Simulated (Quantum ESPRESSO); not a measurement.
# MgO (Fm-3m) in Quantum ESPRESSO: a series of runs, part 2 of 4

Quantum ESPRESSO 7.5. Earlier steps stand in the parts before.

## Step 3: Phonons, PBE

The input, pw.in:

```
&CONTROL
  calculation = 'scf'
  prefix = 'pwscf'
  outdir = './tmp'
  pseudo_dir = './pseudo'
  tprnfor = .true.
  tstress = .true.
  disk_io = 'low'
/
&SYSTEM
  ibrav = 0
  nat = 2
  ntyp = 2
  ecutwfc = 45
  ecutrho = 360
  nbnd = 14
  occupations = 'smearing'
  smearing = 'fd'
  degauss = 0.00367493
/
&ELECTRONS
  conv_thr = 4d-10
  electron_maxstep = 120
  mixing_beta = 0.5
/
ATOMIC_SPECIES
Mg    24.3050 mg_pbe_v1.4.uspp.F.UPF
O     15.9990 o_pbe_v1.2.uspp.F.UPF
CELL_PARAMETERS angstrom
   0.0000000000    2.0970013927    2.0970013927
   2.0970013927    0.0000000000    2.0970013927
   2.0970013927    2.0970013927    0.0000000000
ATOMIC_POSITIONS angstrom
Mg     0.0000000000    0.0000000000    0.0000000000
O      2.0970013927    2.0970013927    2.0970013927
K_POINTS automatic
6 6 6 1 1 1
```

The input, relax.in:

```
&CONTROL
  calculation = 'vc-relax'
  prefix = 'pwscf'
  outdir = './tmp'
  pseudo_dir = './pseudo'
  tprnfor = .true.
  tstress = .true.
  disk_io = 'low'
  nstep = 40
  forc_conv_thr = 0.0001
  etot_conv_thr = 1d-06
/
&SYSTEM
  ibrav = 0
  nat = 2
  ntyp = 2
  ecutwfc = 45
  ecutrho = 360
  nbnd = 14
  occupations = 'smearing'
  smearing = 'fd'
  degauss = 0.00367493
/
&ELECTRONS
  conv_thr = 4d-10
  electron_maxstep = 120
  mixing_beta = 0.5
/
&IONS
  ion_dynamics = 'bfgs'
/
&CELL
  cell_dynamics = 'bfgs'
  press = 0
  press_conv_thr = 0.2
/
ATOMIC_SPECIES
Mg    24.3050 mg_pbe_v1.4.uspp.F.UPF
O     15.9990 o_pbe_v1.2.uspp.F.UPF
CELL_PARAMETERS angstrom
   0.0000000000    2.0970013927    2.0970013927
   2.0970013927    0.0000000000    2.0970013927
   2.0970013927    2.0970013927    0.0000000000
ATOMIC_POSITIONS angstrom
Mg     0.0000000000    0.0000000000    0.0000000000
O      2.0970013927    2.0970013927    2.0970013927
K_POINTS automatic
6 6 6 1 1 1
```

The input, scf2.in:

```
&CONTROL
  calculation = 'scf'
  prefix = 'pwscf'
  outdir = './tmp'
  pseudo_dir = './pseudo'
  tprnfor = .true.
  tstress = .true.
  disk_io = 'low'
/
&SYSTEM
  ibrav = 0
  nat = 2
  ntyp = 2
  ecutwfc = 45
  ecutrho = 360
  nbnd = 14
  occupations = 'fixed'
/
&ELECTRONS
  conv_thr = 1d-13
  electron_maxstep = 120
  mixing_beta = 0.5
  startingpot = 'file'
  startingwfc = 'file'
/
ATOMIC_SPECIES
Mg    24.3050 mg_pbe_v1.4.uspp.F.UPF
O     15.9990 o_pbe_v1.2.uspp.F.UPF
CELL_PARAMETERS angstrom
   0.0000000000    2.1274116002    2.1274116002
   2.1274116002    0.0000000000    2.1274116002
   2.1274116002    2.1274116002    0.0000000000
ATOMIC_POSITIONS angstrom
Mg     0.0000000000    0.0000000000    0.0000000000
O      2.1274116002    2.1274116002    2.1274116002
K_POINTS automatic
6 6 6 1 1 1
```

The input, ph.in:

```
phonons of MgO
&INPUTPH
  prefix = 'pwscf'
  outdir = './tmp'
  tr2_ph = 1d-18
  fildyn = 'dyn'
  niter_ph = 90
  alpha_mix(1) = 0.7
  epsil = .true.
/
0.0000000000 0.0000000000 0.0000000000
```

The input, dynmat.in:

```
&INPUT
  fildyn = 'dyn'
  asr = 'crystal'
  lperm = .true.
  filout = 'dynmat.disp'
  fileig = 'dynmat.eig'
/
```

The input, dynmat_lo.in:

```
&INPUT
  fildyn = 'dyn'
  asr = 'crystal'
  filout = 'dynmat_lo.disp'
  fileig = 'dynmat_lo.eig'
  q(1) = 0
  q(2) = 0
  q(3) = 1
/
```

Potentials or basis: GBRV 1.5 PBE.

Run with:

```sh
$ OMP_NUM_THREADS=1 pw.x -in pw.in > pw.out
$ OMP_NUM_THREADS=1 pw.x -in relax.in > relax.out
$ OMP_NUM_THREADS=1 pw.x -in scf2.in > scf2.out
$ OMP_NUM_THREADS=1 ph.x -in ph.in > ph.out
$ OMP_NUM_THREADS=1 dynmat.x -in dynmat.in > dynmat.out
$ OMP_NUM_THREADS=1 dynmat.x -in dynmat_lo.in > dynmat_lo.out
```

pw.out:

```text
This program is part of the open-source Quantum ESPRESSO suite
     for quantum simulation of materials; please cite
         "P. Giannozzi et al., J. Phys.:Condens. Matter 21 395502 (2009);
         "P. Giannozzi et al., J. Phys.:Condens. Matter 29 465901 (2017);
         "P. Giannozzi et al., J. Chem. Phys. 152 154105 (2020);
     in publications or presentations arising from this work. More details at

     Message from routine setup:
     using ibrav=0 with symmetry is DISCOURAGED, use correct ibrav instead

     G-vector sticks info
     --------------------
     sticks:   dense  smooth     PW     G-vecs:    dense   smooth      PW
     Sum         769     379    127                14331     5029     965

     Using Slab Decomposition

     bravais-lattice index     =            0
     lattice parameter (alat)  =       5.6042  a.u.
     unit-cell volume          =     124.4580 (a.u.)^3
     number of atoms/cell      =            2
     number of atomic types    =            2
     number of electrons       =        16.00
     number of Kohn-Sham states=           14
     kinetic-energy cutoff     =      45.0000  Ry
     charge density cutoff     =     360.0000  Ry
     scf convergence threshold =      4.0E-10
     mixing beta               =       0.5000
     number of iterations used =            8  plain     mixing
     Exchange-correlation= SLA  PW   PBE  PBE
                           (   1   4   3   4   0   0   0)

     celldm(1)=   5.604187  celldm(2)=   0.000000  celldm(3)=   0.000000
     celldm(4)=   0.000000  celldm(5)=   0.000000  celldm(6)=   0.000000

     crystal axes: (cart. coord. in units of alat)
               a(1) = (   0.000000   0.707107   0.707107 )
               a(2) = (   0.707107   0.000000   0.707107 )
               a(3) = (   0.707107   0.707107   0.000000 )

     reciprocal axes: (cart. coord. in units 2 pi/alat)
               b(1) = ( -0.707107  0.707107  0.707107 )
               b(2) = (  0.707107 -0.707107  0.707107 )
               b(3) = (  0.707107  0.707107 -0.707107 )

     PseudoPot. # 1 for Mg read from file:
     mg_pbe_v1.4.uspp.F.UPF
     Pseudo is Ultrasoft, Zval = 10.0
     Generated by new atomic code, or converted to UPF format
     Using radial grid of  821 points,  7 beta functions with:
                l(1) =   0
                l(2) =   0
                l(3) =   0
                l(4) =   1
                l(5) =   1
                l(6) =   2
                l(7) =   2
     Q(r) pseudized with  8 coefficients,  rinner =    1.200   1.200   1.200
                                                       1.200   1.200

     PseudoPot. # 2 for O  read from file:
     o_pbe_v1.2.uspp.F.UPF
     Pseudo is Ultrasoft + core correction, Zval =  6.0
     Generated by new atomic code, or converted to UPF format
     Using radial grid of  737 points,  5 beta functions with:
                l(1) =   0
                l(2) =   0
                l(3) =   1
                l(4) =   1
                l(5) =   2
     Q(r) pseudized with  8 coefficients,  rinner =    0.900   0.900   0.900
                                                       0.900   0.900

     atomic species   valence    mass     pseudopotential
     Mg               10.00    24.30500     Mg( 1.00)
     O                 6.00    15.99900     O ( 1.00)

     48 Sym. Ops., with inversion, found

   Cartesian axes

     site n.     atom                  positions (alat units)
         1        Mg     tau(   1) = (   0.0000000   0.0000000   0.0000000  )
         2        O      tau(   2) = (   0.7071068   0.7071068   0.7071068  )

     number of k points=    28  Fermi-Dirac smearing, width (Ry)=  0.0037
                       cart. coord. in units 2pi/alat
        k(    1) = (   0.0589256   0.0589256   0.0589256), wk =   0.0185185
        k(    2) = (   0.1767767   0.1767767  -0.0589256), wk =   0.0555556
        k(    3) = (   0.2946278   0.2946278  -0.1767767), wk =   0.0555556
        k(    4) = (  -0.2946278  -0.2946278   0.4124790), wk =   0.0555556
        k(    5) = (  -0.1767767  -0.1767767   0.2946278), wk =   0.0555556
        k(    6) = (  -0.0589256  -0.0589256   0.1767767), wk =   0.0555556
[... 20 lines left out ...]
        k(   27) = (   0.2946278   0.2946278   0.2946278), wk =   0.0185185
        k(   28) = (  -0.2946278  -0.2946278   0.8838835), wk =   0.0555556

     Dense  grid:    14331 G-vectors     FFT dimensions: (  36,  36,  36)

     Smooth grid:     5029 G-vectors     FFT dimensions: (  24,  24,  24)

     Check: negative core charge=   -0.000002

     Initial potential from superposition of free atoms

     starting charge      15.6998, renormalised to      16.0000
     Starting wfcs are    9 randomized atomic wfcs +    5 random wfcs

     Self-consistent Calculation

     iteration #  1     ecut=    45.00 Ry     beta= 0.50
     Davidson diagonalization with overlap
     ethr =  1.00E-02,  avg # of iterations =  5.5

     total energy              =    -157.76459922 Ry
     estimated scf accuracy    <       0.37660983 Ry
[... 50 lines left out ...]
     iteration #  9     ecut=    45.00 Ry     beta= 0.50
     Davidson diagonalization with overlap
     ethr =  5.38E-12,  avg # of iterations =  1.9

     End of self-consistent calculation

          k = 0.0589 0.0589 0.0589 (   624 PWs)   bands (ev):

   -64.2862 -31.0366 -31.0310 -31.0310  -9.2239   7.5118   7.9330   7.9330
    13.3277  22.9168  24.0557  24.0557  29.0854  29.0897
[... 73 lines left out ...]
   -64.2747 -31.1047 -31.0627 -31.0592  -7.7412   3.9746   6.4329   6.6653
    17.4038  18.3424  21.1683  26.9759  27.0203  33.9787

          k =-0.5303 0.1768-0.0589 (   641 PWs)   bands (ev):

   -64.2761 -31.0976 -31.0626 -31.0533  -7.8792   4.2830   6.2158   6.7820
    18.1186  18.8365  21.3419  25.7460  27.2715  32.6711

          k =-0.4125 0.0589 0.0589 (   631 PWs)   bands (ev):
[... 51 lines left out ...]
   -64.2767 -31.1115 -31.0549 -31.0425  -7.8674   3.7260   6.3879   7.1869
    17.1531  20.4892  22.3500  25.1314  28.8418  30.4954

     the Fermi energy is     9.6625 ev

!    total energy              =    -157.87227466 Ry
     estimated scf accuracy    <          5.8E-12 Ry
     smearing contrib. (-TS)   =      -0.00000000 Ry
     internal energy E=F+TS    =    -157.87227466 Ry

     The total energy is F=E-TS. E is the sum of the following terms:
     one-electron contribution =     -86.27747254 Ry
     hartree contribution      =      48.08605657 Ry
     xc contribution           =     -24.50609301 Ry
     ewald contribution        =     -95.17476569 Ry

     convergence has been achieved in   9 iterations

     Forces acting on atoms (cartesian axes, Ry/au):

     atom    1 type  1   force =    -0.00000000    0.00000000    0.00000000
     atom    2 type  2   force =     0.00000000   -0.00000000   -0.00000000

     Total force =     0.000000     Total SCF correction =     0.000000

     Computing stress (Cartesian axis) and pressure

          total   stress  (Ry/bohr**3)                   (kbar)     P=       69.80
   0.00047451  -0.00000000  -0.00000000           69.80       -0.00       -0.00
  -0.00000000   0.00047451  -0.00000000           -0.00       69.80       -0.00
  -0.00000000  -0.00000000   0.00047451           -0.00       -0.00       69.80

=------------------------------------------------------------------------------=
   JOB DONE.
=------------------------------------------------------------------------------=
```

scf2.out:

```text
This program is part of the open-source Quantum ESPRESSO suite
     for quantum simulation of materials; please cite
         "P. Giannozzi et al., J. Phys.:Condens. Matter 21 395502 (2009);
         "P. Giannozzi et al., J. Phys.:Condens. Matter 29 465901 (2017);
         "P. Giannozzi et al., J. Chem. Phys. 152 154105 (2020);
[... 313 lines left out ...]
  -0.00000000  -0.00000457   0.00000000           -0.00       -0.67        0.00
   0.00000000   0.00000000  -0.00000457            0.00        0.00       -0.67

=------------------------------------------------------------------------------=
   JOB DONE.
=------------------------------------------------------------------------------=
```

Run time: 73 s. Hardware: 1 thread of Intel Xeon 6975P-C (Granite Rapids), shared host; peak memory 0.12 GiB.

What came out:

* Free energy: -2147.9797 eV
* Relaxed volume: 9.63 Å³/atom
* Relaxed cell: a = 3.009 Å, b = 3.009 Å, c = 3.009 Å, α = 60.00°, β = 60.00°, γ = 60.00°
* Space group after relaxing (to 0.05 Å): Fm-3m (No. 225)
* Pressure after relaxing: -0.1 GPa
* Electronic dielectric tensor (diagonal): 3.24
* Born charges (mean of the diagonal): Mg +2.00; O -2.00 e
* Highest phonon frequency at Γ, LO-TO splitting left out: 366 cm⁻¹
* Static dielectric tensor (diagonal): 11.15

The path:
```tsv
step	energy change (eV)	largest force (eV/Å)	pressure (GPa)	volume (Å³)
1	0.0000	0.0000	6.98	18.44
2	-0.0165	0.0000	1.17	19.11
3	-0.0171	0.0000	0.08	19.25
4	-0.0171	0.0000	0.00	19.26
```

Final structure:
```
CELL_PARAMETERS angstrom
0.00000 2.12741 2.12741
2.12741 0.00000 2.12741
2.12741 2.12741 0.00000
ATOMIC_POSITIONS crystal
Mg 0.00000 0.00000 0.00000
O 0.50000 0.50000 0.50000
```

Phonon frequencies in cm⁻¹ (negative: imaginary):
```csv
q point,frequencies
"(0.000, 0.000, 0.000)",4 4 4 366 366 366
```

Electronic dielectric tensor:
```
3.24 0.00 0.00
0.00 3.24 0.00
0.00 0.00 3.24
```

Born effective charge tensors (e):
atom 1, Mg
```
2.00 0.00 0.00
0.00 2.00 0.00
0.00 0.00 2.00
```
atom 2, O
```
-2.00  0.00  0.00
 0.00 -2.00  0.00
 0.00  0.00 -2.00
```

Optical modes at Γ, degenerate ones joined, polar ones without the macroscopic field:
```csv
cm⁻¹,components,symmetry,active in,"IR intensity, summed ((D/Å)²/amu)"
366,3,T1u,IR,28.74
```

Zone-centre frequencies without and with the macroscopic field along z (cm⁻¹):
```csv
,optical modes in rising order
without,366 366 366
with the field,366 366 680
```

Static dielectric tensor, electrons and zone-centre modes:
```
11.15  0.00  0.00
 0.00 11.15  0.00
 0.00  0.00 11.15
```

## Step 4: Phonons, PBE, target pressure 2 GPa, at which the enthalpy is minimised

pw.in is that of step 3.

Changes to relax.in since step 3:

```diff
@@ -33,3 +33,3 @@
   cell_dynamics = 'bfgs'
-  press = 0
+  press = 20
   press_conv_thr = 0.2
```

Changes to scf2.in since step 3:

```diff
@@ -29,8 +29,8 @@
 CELL_PARAMETERS angstrom
-   0.0000000000    2.1274116002    2.1274116002
-   2.1274116002    0.0000000000    2.1274116002
-   2.1274116002    2.1274116002    0.0000000000
+   0.0000000000    2.1180935448    2.1180935448
+   2.1180935448    0.0000000000    2.1180935448
+   2.1180935448    2.1180935448    0.0000000000
 ATOMIC_POSITIONS angstrom
 Mg     0.0000000000    0.0000000000    0.0000000000
-O      2.1274116002    2.1274116002    2.1274116002
+O      2.1180935448    2.1180935448    2.1180935448
 K_POINTS automatic
```

ph.in is that of step 3.

dynmat.in is that of step 3.

dynmat_lo.in is that of step 3.

Potentials or basis: GBRV 1.5 PBE.

Run with:

```sh
$ OMP_NUM_THREADS=1 pw.x -in pw.in > pw.out
$ OMP_NUM_THREADS=1 pw.x -in relax.in > relax.out
$ OMP_NUM_THREADS=1 pw.x -in scf2.in > scf2.out
$ OMP_NUM_THREADS=1 ph.x -in ph.in > ph.out
$ OMP_NUM_THREADS=1 dynmat.x -in dynmat.in > dynmat.out
$ OMP_NUM_THREADS=1 dynmat.x -in dynmat_lo.in > dynmat_lo.out
```

pw.out:

```text
This program is part of the open-source Quantum ESPRESSO suite
     for quantum simulation of materials; please cite
[... 9 lines left out ...]
     --------------------
     sticks:   dense  smooth     PW     G-vecs:    dense   smooth      PW
     Sum         769     379    127                14331     5029     965

     Using Slab Decomposition

     bravais-lattice index     =            0
     lattice parameter (alat)  =       5.6042  a.u.
     unit-cell volume          =     124.4580 (a.u.)^3
     number of atoms/cell      =            2
     number of atomic types    =            2
     number of electrons       =        16.00
     number of Kohn-Sham states=           14
     kinetic-energy cutoff     =      45.0000  Ry
     charge density cutoff     =     360.0000  Ry
     scf convergence threshold =      4.0E-10
     mixing beta               =       0.5000
     number of iterations used =            8  plain     mixing
[... 240 lines left out ...]
    17.4038  18.3424  21.1683  26.9759  27.0203  33.9787

          k =-0.5303 0.1768-0.0589 (   641 PWs)   bands (ev):

   -64.2761 -31.0976 -31.0626 -31.0533  -7.8792   4.2830   6.2158   6.7820
    18.1186  18.8365  21.3419  25.7460  27.2715  32.6711

          k =-0.4125 0.0589 0.0589 (   631 PWs)   bands (ev):
[... 51 lines left out ...]
   -64.2767 -31.1115 -31.0549 -31.0425  -7.8674   3.7260   6.3879   7.1869
    17.1531  20.4892  22.3500  25.1314  28.8418  30.4954

     the Fermi energy is     9.6625 ev

!    total energy              =    -157.87227466 Ry
     estimated scf accuracy    <          5.8E-12 Ry
     smearing contrib. (-TS)   =      -0.00000000 Ry
     internal energy E=F+TS    =    -157.87227466 Ry

     The total energy is F=E-TS. E is the sum of the following terms:
     one-electron contribution =     -86.27747254 Ry
     hartree contribution      =      48.08605657 Ry
     xc contribution           =     -24.50609301 Ry
     ewald contribution        =     -95.17476569 Ry

     convergence has been achieved in   9 iterations

     Forces acting on atoms (cartesian axes, Ry/au):

     atom    1 type  1   force =     0.00000000    0.00000000    0.00000000
     atom    2 type  2   force =     0.00000000    0.00000000    0.00000000

     Total force =     0.000000     Total SCF correction =     0.000000

     Computing stress (Cartesian axis) and pressure

          total   stress  (Ry/bohr**3)                   (kbar)     P=       69.80
   0.00047451  -0.00000000  -0.00000000           69.80       -0.00       -0.00
  -0.00000000   0.00047451  -0.00000000           -0.00       69.80       -0.00
  -0.00000000  -0.00000000   0.00047451           -0.00       -0.00       69.80

=------------------------------------------------------------------------------=
   JOB DONE.
=------------------------------------------------------------------------------=
```

relax.out:

```text
This program is part of the open-source Quantum ESPRESSO suite
     for quantum simulation of materials; please cite
[... 9 lines left out ...]
     --------------------
     sticks:   dense  smooth     PW     G-vecs:    dense   smooth      PW
     Sum         769     379    127                14331     5029     965
[... 1453 lines left out ...]
   0.00013280  -0.00000000  -0.00000000           19.54       -0.00       -0.00
   0.00000000   0.00013280   0.00000000            0.00       19.54        0.00
   0.00000000   0.00000000   0.00013280            0.00        0.00       19.54

=------------------------------------------------------------------------------=
   JOB DONE.
=------------------------------------------------------------------------------=
```

scf2.out:

```text
This program is part of the open-source Quantum ESPRESSO suite
     for quantum simulation of materials; please cite
[... 9 lines left out ...]
     --------------------
     sticks:   dense  smooth     PW     G-vecs:    dense   smooth      PW
     Sum         805     397    127                14841     5209     965
[... 303 lines left out ...]
   0.00013284  -0.00000000  -0.00000000           19.54       -0.00       -0.00
  -0.00000000   0.00013284  -0.00000000           -0.00       19.54       -0.00
  -0.00000000  -0.00000000   0.00013284           -0.00       -0.00       19.54

=------------------------------------------------------------------------------=
   JOB DONE.
=------------------------------------------------------------------------------=
```

It took 66 s on 1 thread of Intel Xeon 6975P-C (Granite Rapids), shared host; peak memory 0.12 GiB.

Results:

```yaml
Free_energy: -2147.9779 eV
Relaxed_volume: 9.50 Å³/atom
Relaxed_cell: a = 2.995 Å, b = 2.995 Å, c = 2.995 Å, α = 60.00°, β = 60.00°, γ = 60.00°
Space_group_after_relaxing_to_0.05_Å: Fm-3m (No. 225)
Pressure_after_relaxing: 2.0 GPa
Electronic_dielectric_tensor_diagonal: 3.22
Born_charges_mean_of_the_diagonal: Mg +2.00; O -2.00 e
Highest_phonon_frequency_at_Γ_LO-TO_splitting_left_out: 378 cm⁻¹
Static_dielectric_tensor_diagonal: 10.69
```

The path:
| step | energy change (eV) | largest force (eV/Å) | pressure (GPa) | volume (Å³) |
| --- | --- | --- | --- | --- |
| 1 | 0.0000 | 0.0000 | 6.98 | 18.44 |
| 2 | -0.0142 | 0.0000 | 2.75 | 18.92 |
| 3 | -0.0155 | 0.0000 | 2.03 | 19.00 |
| 4 | -0.0155 | 0.0000 | 2.00 | 19.00 |

Final structure:
```
Mg O
1.0
     0.00000    2.11809    2.11809
     2.11809    0.00000    2.11809
     2.11809    2.11809    0.00000
Mg O
1 1
Direct
  0.00000 0.00000 0.00000
  0.50000 0.50000 0.50000
```

Phonon frequencies in cm⁻¹ (negative: imaginary):
```tsv
q point	frequencies
(0.000, 0.000, 0.000)	4 4 4 378 378 378
```

Electronic dielectric tensor:
```
3.22 0.00 0.00
0.00 3.22 0.00
0.00 0.00 3.22
```

Born effective charge tensors (e):
atom 1, Mg
```
2.00 0.00 0.00
0.00 2.00 0.00
0.00 0.00 2.00
```
atom 2, O
```
-2.00  0.00  0.00
 0.00 -2.00  0.00
 0.00  0.00 -2.00
```

Optical modes at Γ, degenerate ones joined, polar ones without the macroscopic field:
| cm⁻¹ | components | symmetry | active in | IR intensity, summed ((D/Å)²/amu) |
| --- | --- | --- | --- | --- |
| 378 | 3 | T1u | IR | 28.58 |

Zone-centre frequencies without and with the macroscopic field along z (cm⁻¹):
```
                optical modes in rising order
       without                    378 378 378
with the field                    378 378 689
```

Static dielectric tensor, electrons and zone-centre modes:
```
10.69  0.00  0.00
 0.00 10.69  0.00
 0.00  0.00 10.69
```

(Continued in part 3 of 4.)
